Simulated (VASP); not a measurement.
Set up this calculation in VASP 6.6.1, as the native input.

```yaml
Task: band structure
Functional: PBE
Dispersion: D3(BJ)
Potentials_or_basis: VASP PAW PBE potentials, release 64 (C)
Cutoff: 520 eV
k_mesh: 6 × 6 × 2
Occupations: gaussian, width 0.02 eV
Spin: no spin polarisation
Further_INCAR_settings: ALGO = Normal; EDIFF = 1e-07; NBANDS = 16
```

C:

```
CELL_PARAMETERS angstrom
2.46731 0.00000 0.00000
-1.23365 2.13675 0.00000
0.00000 0.00000 6.65374
ATOMIC_POSITIONS crystal
C 0.00000 0.00000 0.25000
C 0.00000 0.00000 0.75000
C 0.33333 0.66667 0.25000
C 0.66667 0.33333 0.75000
```

The input as run:

POSCAR

```
C                                       
1.0
    2.4673069538     -0.0000000000     -0.0000000000
   -1.2336534769      2.1367505012      0.0000000000
   -0.0000000000      0.0000000000      6.6537357108
  C             
     4
Direct
     0.0000000000000000    0.0000000000000000    0.2500000000000000
     0.0000000000000000    0.0000000000000000    0.7500000000000000
     0.3333333300000021    0.6666666699999979    0.2500000000000000
     0.6666666699999979    0.3333333300000021    0.7500000000000000
```

INCAR.step1

```
PREC = Accurate
ENCUT = 520
EDIFF = 1E-7
ISMEAR = 0
SIGMA = 0.02
LREAL = False
LASPH = True
NELM = 80
ALGO = Normal
ISIF = 2
LWAVE = False
LCHARG = True
GGA = PE
IVDW = 12
NBANDS = 16
```

KPOINTS.step1

```
Automatic mesh
0
Gamma
  6 6 2
```

INCAR.step2

```
PREC = Accurate
ENCUT = 520
EDIFF = 1E-7
ISMEAR = 0
SIGMA = 0.05
LREAL = False
LASPH = True
NELM = 80
ALGO = Normal
ISIF = 2
LWAVE = False
LCHARG = False
GGA = PE
IVDW = 12
NBANDS = 16
ICHARG = 11
```

KPOINTS.step2

```
path GMKGALHA,LM,KH
10
line-mode
reciprocal
 0.0000000000  0.0000000000  0.0000000000  G
 0.5000000000  0.0000000000  0.0000000000  M

 0.5000000000  0.0000000000  0.0000000000  M
 0.3333333333  0.3333333333  0.0000000000  K

 0.3333333333  0.3333333333  0.0000000000  K
 0.0000000000  0.0000000000  0.0000000000  G

 0.0000000000  0.0000000000  0.0000000000  G
 0.0000000000  0.0000000000  0.5000000000  A

 0.0000000000  0.0000000000  0.5000000000  A
 0.5000000000  0.0000000000  0.5000000000  L

 0.5000000000  0.0000000000  0.5000000000  L
 0.3333333333  0.3333333333  0.5000000000  H

 0.3333333333  0.3333333333  0.5000000000  H
 0.0000000000  0.0000000000  0.5000000000  A

 0.5000000000  0.0000000000  0.5000000000  L
 0.5000000000  0.0000000000  0.0000000000  M

 0.3333333333  0.3333333333  0.0000000000  K
 0.3333333333  0.3333333333  0.5000000000  H
```

Potentials or basis: VASP PAW PBE potentials, release 64 (C).

Launch:

```sh
$ cat potpaw_PBE.64/C/POTCAR > POTCAR
$ cp INCAR.step1 INCAR
$ cp KPOINTS.step1 KPOINTS
$ mpirun -np 1 vasp_std > vasp.out
$ cp INCAR.step2 INCAR
$ cp KPOINTS.step2 KPOINTS
$ mpirun -np 1 vasp_std > vasp.out
```

It gave:

```
Band gap along the path    : none (metal or under the smearing width)
Dispersion energy per atom : -0.158 eV
```

Caveat: the k mesh is coarse (spacing up to 0.49 Å⁻¹), so the values aren't converged; the log is that of the step along the path at fixed density, whose energy, stress, charges and moments have no meaning.

Wall time 34 s on 1 thread of Intel(R) Xeon(R) Platinum 8488C (Sapphire Rapids), with other jobs on the host, peak memory 0.17 GiB.
